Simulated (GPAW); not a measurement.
MoS2:

```
Mo S
1.0
     1.58000    0.91221    6.15000
    -1.58000    0.91221    6.15000
     0.00000   -1.82443    6.15000
Mo S
1 2
Direct
  0.00000 0.00000 0.00000
  0.41700 0.41700 0.41700
  0.25000 0.25000 0.25000
```

Measurements of this composition are mostly on another form, of space group No. 194.

Base run:

```yaml
Program: GPAW 26.7.0
Functional: PBE
Potentials_or_basis: GPAW PAW data sets (gpaw-data 1.2.1)
Cutoff: 600 eV
Basis: pw
k_mesh: 10 × 10 × 10
Occupations: fermi-dirac, width 0.05 eV
Spin: no spin polarisation
```

Its results: band gap on the k mesh 0.95 eV, indirect (least direct gap 1.94 eV); pressure 5.3 GPa; largest force 0.528 eV/Å.

Problem. The run is repeated on the same cell with these changes: functional from PBE to PBEsol; potentials or basis from GPAW PAW data sets (gpaw-data 1.2.1) to PAW data sets generated in the run's folder for this functional. What comes out?

Solution. Band gap on the k mesh 0.91 eV, indirect (least direct gap 1.94 eV); pressure 0.2 GPa; largest force 0.257 eV/Å.

A k mesh can miss the band edges.

Not every run made on this cell is shown here.
